Kohn–Sham DFT calculations with Ansatz for SnO (P4/nmm, 4-atom cell) at fixed geometry, without spin polarisation or spin–orbit coupling, using Ansatz PAW potentials and Fermi–Dirac smearing of 0.05 eV. The basis column gives the plane-wave cutoff; the gaps are the printed ones. The zero for LDA is not a distance between band edges: along the band path its edges leave a small gap, but the Fermi level taken from the k mesh lies above both of them.

| method | rung | basis | k mesh | gap (eV) | rough processor time (s) |
| --- | --- | --- | --- | --- | --- |
| SVWN5 | LDA | 420 eV | 7x7x6 4-atom cell | 0.000 | 30 |
| HSEsol | hybrid | 420 eV | 4x4x3 4-atom cell | 0.514 | 300 |
| PBEsol0 | hybrid | 420 eV | 4x4x3 4-atom cell | 1.138 | 800 |
| r2SCAN-EpsX | hybrid | 500 eV | 4x4x3 4-atom cell | 0.840 | 1000 |
| r2SCAN0 | hybrid | 500 eV | 4x4x3 4-atom cell | 1.288 | 500 |

## One run, two gaps

The LDA row (method SVWN5) gives tin monoxide no gap at all, while the four hybrids give it between 0.5 and 1.3 eV. This looks like the familiar case of LDA turning a semiconductor into a metal. Yet the same LDA run has a gap of 0.46 eV on the k mesh on which its electron density was computed. A crystal can't be a metal and have a gap of half an electronvolt, so at least one of the two readings has missed something.

A band gap is the distance between two edges: the highest filled and the lowest empty state of the whole crystal. To get it right, a calculation must look for the edges in the right place, and its functional must put them at the right energy. The table shows trouble with both, and the two have to be told apart before the methods can be compared.

## The state that an odd mesh leaves out

Electron states in a crystal differ in how their phase changes from one cell to the next. Each k point stands for one such pattern, and a mesh samples a limited number of them. In SnO the lowest empty state is known to lie at the point called M, where the sign alternates from cell to cell in both directions within the layers. A mesh with seven divisions, taken here to pass through the zone centre, allows phase steps in sevenths of a full turn, and half a turn is not among them.

Rings of carbon atoms in the Hückel picture show the same thing. In the six-membered ring of benzene the signs of the p orbitals can alternate all the way round, and this pattern gives the highest π level, $2|\beta|$ above the energy of a single p orbital, where $\beta$ is the coupling between neighbours. In a seven-membered ring the alternation doesn't close, and the highest level reaches only about $1.8|\beta|$. The coupling is the same, but the extreme state is absent. The likeness covers this counting of phases alone; the energies in SnO have to come from its own bands.

For given bands, a finite set of k points can therefore only overestimate the gap. The lowest empty state found can lie above the true edge but never below it, and the highest filled state found can only lie too low. The LDA mesh gap of 0.46 eV is thus an upper limit. The path along which the printed gap is read does pass through M, and there it can meet the lower edge.

## What the zero means

The zero itself needs the same care. The Fermi level of the LDA run was set on the mesh, near the middle of the mesh gap: the lowest empty state of the mesh lies 0.22 eV above it and the highest filled state 0.23 eV below. If the state at M lies more than 0.22 eV below the lowest empty state of the mesh, it drops under this Fermi level. A gap judged against that level is then reported as zero, even if the filled states still end lower down.

The band edges on the path of the same run show that this is what happened. The first band above the filled ones begins below the Fermi level of the mesh, yet the last filled band ends lower still. The bands don't overlap along the path, and LDA leaves SnO a small positive gap, smaller than about 0.23 eV. The printed 0.000 looks exact, but it only reflects where the Fermi level was set, and it doesn't make SnO a semimetal, even within LDA.

## Why LDA against HSEsol is not a clean comparison

The cheapest hybrid, HSEsol, has a gap of 0.51 eV. Compared with the printed LDA gap, the hybrid seems to add all of this; compared with the LDA mesh gap, it seems to add only 0.06 eV. The first difference starts from a zero that is not the true LDA gap. The second sets a mesh with M, since four divisions do allow half a turn if this mesh too passes through the zone centre, against a mesh without it.

If the HSEsol gap is taken as printed, the truth lies between these two numbers. Since the LDA gap is positive but below about 0.23 eV, the hybrid adds at least $0.51-0.23=0.28$ eV and less than 0.51 eV. The hybrid gaps carry a doubt of their own, because each equals the gap on its coarse mesh. The Fermi level hints at why. In PBEsol0 it lies 0.035 eV nearer to the filled edge than to the empty one, which is the smearing width times $\ln 2$. This is expected when two empty edge states balance one filled state, as for the pair that symmetry makes at M against a single state at the zone centre. Both points lie on the path as well, so mesh and path should agree; only an edge away from both could still lower the gap.

## Why exact exchange opens the gap

That LDA places the edges too close together is well understood. In LDA every electron, in a filled or an empty state, feels the same local exchange potential. Exact exchange makes a distinction: it cancels the repulsion of an electron with itself, and only filled states have such a repulsion to cancel. Mixing in a share of it lowers the filled states relative to the empty ones.

The table contains a direct test of one part of this effect. HSEsol and PBEsol0 use the same mesh, the same cutoff and the same share of exact exchange, one quarter. HSEsol applies it only at short distances, PBEsol0 at all distances. The gap rises from 0.51 to 1.14 eV, so on this mesh exchange at long range more than doubles it. The exact size of the step is less certain, because unscreened exchange needs a finer k mesh than screened exchange before the gap settles. Neighbouring points of this mesh lie 0.41 Å$^{-1}$ apart within the layers, about twice the screening parameter of HSEsol, so most of the long-range part is expected to fall on the single term at zero wave vector, which a program has to supply by a correction. That term acts like a constant interaction, so some of the agreement with the estimate below is built in.

## Estimating the long-range part

The size of this step follows from a short argument. The long-range part of the repulsion between two electrons at distance $r$ is $e^2\,\mathrm{erf}(\omega r)/r$, where $\omega=0.207$ Å$^{-1}$ sets the distance at which HSEsol switches exact exchange off. At small $r$ this function is nearly flat, with the value

$$C=\frac{2\omega e^2}{\sqrt{\pi}} .$$

Suppose that exchange acts only over distances short enough for the repulsion to count as this constant. Exact exchange then lowers each filled state by $C$. An empty state is orthogonal to all filled ones, so a constant interaction leaves it where it is.

The semilocal exchange that is replaced works differently. Its energy is $-C/2$ per electron, with the half because each pair counts once, and the potential that follows from it lowers all states alike by $C/2$. Replacing a share $a$ of it by exact exchange therefore moves filled states by $-aC+aC/2=-aC/2$ and empty states by $+aC/2$. The edges should move apart by equal amounts.

With $a=0.25$ and $e^2=14.4$ eV Å, each edge moves by

$$\frac{aC}{2}=\frac{0.25\times0.207\times14.4}{\sqrt{\pi}}\ \text{eV}\approx0.42\ \text{eV},$$

and the gap opens by twice as much, 0.84 eV. No gap from the table enters this estimate.

## How well the estimate does

In the two runs the filled edge goes down by 0.32 eV and the empty edge up by 0.30 eV. The near symmetry that the argument predicts is there. The gap opens by 0.62 eV, about three quarters of the estimate.

The shortfall has the direction that the simplification leads one to expect, though the coarse k mesh may also have a part in it. The repulsion counts as constant only well within $1/\omega$, which is about 5 Å, or a little over two Sn–O bonds. How far exchange reaches depends on how easily filled and empty states at the same k point mix, and so on the direct gap, 2.7 eV in HSEsol, more than on the small indirect one. That is still a modest gap, and exchange is expected to spread to neighbouring atoms, where the repulsion has begun to weaken. Electrons held more tightly to their atoms should come closer to the full 0.84 eV.

The estimate contains no property of tin or oxygen. The step from a screened hybrid to its unscreened partner should thus be of similar size in many solids, as long as share and $\omega$ stay the same. In an insulator with a wide gap it is a modest correction. In SnO it is larger than the whole HSEsol gap.

## How much long-range exchange is right

In a real crystal the other electrons rearrange and weaken the interaction between distant charges by the dielectric constant. The share of exact exchange at long range should therefore be close to the inverse of that constant. The method r2SCAN-EpsX takes its share from this rule, and for SnO it arrives at 0.14, which means a dielectric constant of about 7. Judged by this, the quarter in PBEsol0 is too much at long range, and the zero in HSEsol is too little.

This is where the unscreened hybrids with a full quarter, PBEsol0 and r2SCAN0, are expected to fail: they treat distant electrons as if the crystal screened them by a factor of four only. The r2SCAN pair shows what the share does to the gap. Going from 0.14 to 0.25, with mesh and cutoff unchanged, raises it by 0.45 eV. The share changes here at all distances, so only part of this step belongs to long range. Between PBEsol0 and r2SCAN0, which share the quarter but differ in the semilocal part and in the cutoff, the gap changes by only 0.15 eV.

The measured gap is roughly 0.7 eV, a recalled and rounded value. HSEsol lies somewhat below it and r2SCAN-EpsX somewhat above, while the two unscreened hybrids with a full quarter lie well above. This agrees with the screening argument but can't decide between the first two. Spin–orbit coupling and the vibrations of the lattice are left out, and the cell is not relaxed, although the gap of SnO depends on how closely its layers approach each other.

## What to do with the rungs

The costs suggest a division of labour. A hybrid run took at least ten times as long as the LDA run, by rough times, even though its k mesh was coarser. LDA is cheap enough to search the whole path for the places where the edges lie, even though it puts them at the wrong energies. The hybrid can then be spent on a mesh that contains those places.

For a layered semiconductor like this one, the order of work is therefore: find the edges with LDA on a path, choose a mesh that includes them, refine it until the hybrid gap settles, and only then compare functionals, all on that same mesh. When a printed gap is zero but the mesh of the same run shows a gap, don't trust either number yet: count the filled bands from the number of electrons, and compare the top of the last filled band with the bottom of the next one along the path. When two hybrids disagree by more than half an electronvolt, compare their long-range share of exact exchange with the inverse dielectric constant of the crystal, as a guide to the direction of the error: a share above it hints at a gap that is too wide, a share below it at one that is too narrow. The distance from it doesn't rank the two. The zero in HSEsol is further from 0.14 than the quarter in PBEsol0, yet HSEsol comes closer to the measured gap.
